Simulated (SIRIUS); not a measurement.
Here is a SIRIUS 7.12.0 calculation.

The input sirius.json:

```json
{
  "control": {
    "processing_unit": "cpu",
    "std_evp_solver_name": "lapack",
    "gen_evp_solver_name": "lapack",
    "verbosity": 2,
    "print_forces": true,
    "ortho_rf": true,
    "use_second_variation": true,
    "rmt_max": 3.0,
    "num_bands_to_print": 11,
    "save_wf": true
  },
  "parameters": {
    "electronic_structure_method": "full_potential_lapwlo",
    "xc_functionals": ["XC_GGA_X_RPBE", "XC_GGA_C_PBE"],
    "core_relativity": "dirac",
    "valence_relativity": "koelling_harmon",
    "num_fv_states": 11,
    "smearing": "fermi_dirac",
    "smearing_width": 0.0018374661,
    "pw_cutoff": 20,
    "gk_cutoff": 3.42,
    "lmax_apw": 10,
    "lmax_rho": 8,
    "lmax_pot": 8,
    "num_mag_dims": 0,
    "auto_rmt": 0,
    "ngridk": [13, 13, 8],
    "shiftk": [0, 0, 0],
    "num_dft_iter": 80,
    "energy_tol": 1e-07,
    "density_tol": 1e-05,
    "use_symmetry": true
  },
  "settings": {"tol_ne": 1e-10},
  "iterative_solver": {"type": "exact"},
  "mixer": {"type": "anderson", "beta": 0.5, "max_history": 8},
  "unit_cell": {
    "lattice_vectors": [[4.4308121557, 0.0, 0.0], [-2.2154060779, 3.8371958863, 0.0], [0.0, 0.0, 6.9491606914]],
    "atom_types": ["Be"],
    "atom_files": {"Be": "Be.json"},
    "atoms": {"Be": [[0.6666666667, 0.3333333333, 0.75], [0.3333333333, 0.6666666667, 0.25]]}
  }
}
```

File Be.json:

```json
{
  "name": "beryllium",
  "symbol": "Be",
  "number": 4,
  "mass": 9.012182,
  "rmin": 1e-06,
  "rmt": 1.9,
  "nrmt": 800,
  "rinf": 16.55,
  "core": "",
  "valence": [
    {"basis": [{"enu": 0.05, "dme": 0, "n": 0, "auto": 0}, {"enu": 0.05, "dme": 1, "n": 0, "auto": 0}]},
    {"l": 0, "n": 1, "basis": [{"enu": 0.15, "dme": 0, "n": 0, "auto": 0}]},
    {"l": 1, "n": 2, "basis": [{"enu": 0.15, "dme": 0, "n": 0, "auto": 0}]},
    {"l": 2, "n": 3, "basis": [{"enu": 0.15, "dme": 0, "n": 0, "auto": 0}]},
    {"l": 3, "n": 4, "basis": [{"enu": 0.15, "dme": 0, "n": 0, "auto": 0}]}
  ],
  "lo": [
    {"l": 0, "basis": [{"enu": 0.15, "dme": 0, "n": 0, "auto": 0}, {"enu": 0.15, "dme": 1, "n": 0, "auto": 0}]},
    {
      "l": 0,
      "basis": [{"enu": -3.4998, "dme": 0, "n": 1, "auto": 1}, {"enu": -3.4998, "dme": 1, "n": 1, "auto": 1}]
    },
    {
      "l": 0,
      "basis": [{"enu": -3.4998, "dme": 1, "n": 1, "auto": 1}, {"enu": 0.15, "dme": 0, "n": 0, "auto": 0}]
    },
    {"l": 0, "basis": [{"enu": 0.15, "dme": 0, "n": 0, "auto": 0}, {"enu": 4.5821, "dme": 0, "n": 0, "auto": 0}]},
    {"l": 1, "basis": [{"enu": 0.15, "dme": 0, "n": 0, "auto": 0}, {"enu": 0.15, "dme": 1, "n": 0, "auto": 0}]},
    {"l": 1, "basis": [{"enu": 0.15, "dme": 1, "n": 0, "auto": 0}, {"enu": 0.15, "dme": 2, "n": 0, "auto": 0}]},
    {"l": 1, "basis": [{"enu": 0.15, "dme": 0, "n": 0, "auto": 0}, {"enu": 3.9727, "dme": 0, "n": 0, "auto": 0}]},
    {"l": 2, "basis": [{"enu": 0.15, "dme": 0, "n": 0, "auto": 0}, {"enu": 0.15, "dme": 1, "n": 0, "auto": 0}]},
    {"l": 2, "basis": [{"enu": 0.15, "dme": 1, "n": 0, "auto": 0}, {"enu": 0.15, "dme": 2, "n": 0, "auto": 0}]},
    {"l": 3, "basis": [{"enu": 0.15, "dme": 0, "n": 0, "auto": 0}, {"enu": 0.15, "dme": 1, "n": 0, "auto": 0}]}
  ],
  "free_atom": [... radial grid and density of the free atom, the start of the SCF ...]
}
```

The input sirius_start.json:

```json
{
  "control": {
    "processing_unit": "cpu",
    "std_evp_solver_name": "lapack",
    "gen_evp_solver_name": "lapack",
    "verbosity": 1,
    "print_forces": false,
    "ortho_rf": true,
    "use_second_variation": true,
    "rmt_max": 3.0,
    "num_bands_to_print": 11,
    "save_wf": false
  },
  "parameters": {
    "electronic_structure_method": "full_potential_lapwlo",
    "xc_functionals": ["XC_LDA_X", "XC_LDA_C_PW"],
    "core_relativity": "dirac",
    "valence_relativity": "koelling_harmon",
    "num_fv_states": 11,
    "smearing": "fermi_dirac",
    "smearing_width": 0.0055123983,
    "pw_cutoff": 20,
    "gk_cutoff": 2.74,
    "lmax_apw": 10,
    "lmax_rho": 8,
    "lmax_pot": 8,
    "num_mag_dims": 0,
    "auto_rmt": 0,
    "ngridk": [5, 5, 3],
    "shiftk": [0, 0, 0],
    "num_dft_iter": 30,
    "energy_tol": 0.01,
    "density_tol": 0.05,
    "use_symmetry": true
  },
  "settings": {"tol_ne": 1e-10},
  "iterative_solver": {"type": "exact"},
  "mixer": {"type": "anderson", "beta": 0.5, "max_history": 8},
  "unit_cell": {
    "lattice_vectors": [[4.4308121557, 0.0, 0.0], [-2.2154060779, 3.8371958863, 0.0], [0.0, 0.0, 6.9491606914]],
    "atom_types": ["Be"],
    "atom_files": {"Be": "Be.json"},
    "atoms": {"Be": [[0.6666666667, 0.3333333333, 0.75], [0.3333333333, 0.6666666667, 0.25]]}
  }
}
```

The input sirius_bands.json:

```json
{
  "control": {
    "processing_unit": "cpu",
    "std_evp_solver_name": "lapack",
    "gen_evp_solver_name": "lapack",
    "verbosity": 2,
    "print_forces": true,
    "ortho_rf": true,
    "use_second_variation": true,
    "rmt_max": 3.0,
    "num_bands_to_print": 11,
    "save_wf": true
  },
  "parameters": {
    "electronic_structure_method": "full_potential_lapwlo",
    "xc_functionals": ["XC_GGA_X_RPBE", "XC_GGA_C_PBE"],
    "core_relativity": "dirac",
    "valence_relativity": "koelling_harmon",
    "num_fv_states": 11,
    "smearing": "fermi_dirac",
    "smearing_width": 0.0018374661,
    "pw_cutoff": 20,
    "gk_cutoff": 3.42,
    "lmax_apw": 10,
    "lmax_rho": 8,
    "lmax_pot": 8,
    "num_mag_dims": 0,
    "auto_rmt": 0,
    "ngridk": [13, 13, 8],
    "shiftk": [0, 0, 0],
    "num_dft_iter": 80,
    "energy_tol": 1e-07,
    "density_tol": 1e-05,
    "use_symmetry": true
  },
  "settings": {"tol_ne": 1e-10},
  "iterative_solver": {"type": "exact"},
  "mixer": {"type": "anderson", "beta": 0.5, "max_history": 8},
  "unit_cell": {
    "lattice_vectors": [[4.4308121557, 0.0, 0.0], [-2.2154060779, 3.8371958863, 0.0], [0.0, 0.0, 6.9491606914]],
    "atom_types": ["Be"],
    "atom_files": {"Be": "Be.json"},
    "atoms": {"Be": [[0.6666666667, 0.3333333333, 0.75], [0.3333333333, 0.6666666667, 0.25]]}
  },
  "kpoints_rel": {
    "G": [0.0, 0.0, 0.0],
    "A": [0.0, 0.0, 0.5],
    "H": [0.3333333333, 0.3333333333, 0.5],
    "K": [0.3333333333, 0.3333333333, 0.0],
    "L": [0.5, 0.0, 0.5],
    "M": [0.5, 0.0, 0.0]
  },
  "kpoints_path": ["G", "M", "K", "G", "A", "L", "H", "A"]
}
```

Potentials or basis: all-electron FP-LAPW (Koelling-Harmon valence), apw+lo standard.

The run is started by

```bash
$ OMP_NUM_THREADS=1 sirius.scf --input=sirius_start.json --output=start.json
$ OMP_NUM_THREADS=1 sirius.scf --input=sirius.json --output=output.json --task=1
$ OMP_NUM_THREADS=1 sirius.scf --input=sirius_bands.json --output=bands_out.json --task=2
```

(1) Predict the band gap along the path.

## Answers

(1) none (metal or under the smearing width).
